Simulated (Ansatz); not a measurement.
# CrCuO2 (R-3m) in Ansatz: equation of state

Aim: energy against volume of CrCuO2 in PBEsol, for its equilibrium volume and stiffness.

Program: Ansatz 0.2.0. These are calculated values, not measurements. Logs are shortened: lines on timing, memory, paths and dates and some standing lists are left out, and cuts for length are marked.

## (1) The crystal as given

Symmetry: R-3m, No. 166, trigonal system. The conventional cell has a = 2.973 Å, b = 2.973 Å, c = 17.100 Å, α = 90.00°, β = 90.00°, γ = 120.00°. Cu (site symmetry -3m) has 2 O at 1.85 Å as nearest neighbours. Around Cr (site symmetry -3m) lie 6 O at 1.99 Å. O (site symmetry 3m) is surrounded by 1 Cu at 1.85 Å and 3 Cr at 1.99 Å.

## (2) Equation of state, PBEsol, collinear spin, ferromagnetic start

Potentials or basis: all-electron LAPW, scalar-relativistic.

This step only gathers the single runs of the series.

Results:

```yaml
Equilibrium_volume: 10.70 Å³/atom
Bulk_modulus_at_fixed_shape_and_positions: 193 GPa
Pressure_derivative_of_the_bulk_modulus: 4.5
```

Energy against volume, from the lowest point:
```
volume (Å³/atom)  energy (meV/atom)
          10.256              12.06
          10.474               3.01
          10.692               0.00
          10.911               2.39
          11.129               9.59
          11.347              21.11
          11.565              36.48
```

Caveat: the cell was scaled at fixed shape and fractional positions, which overstates the stiffness of a crystal with free parameters, most of all of layers and chains.
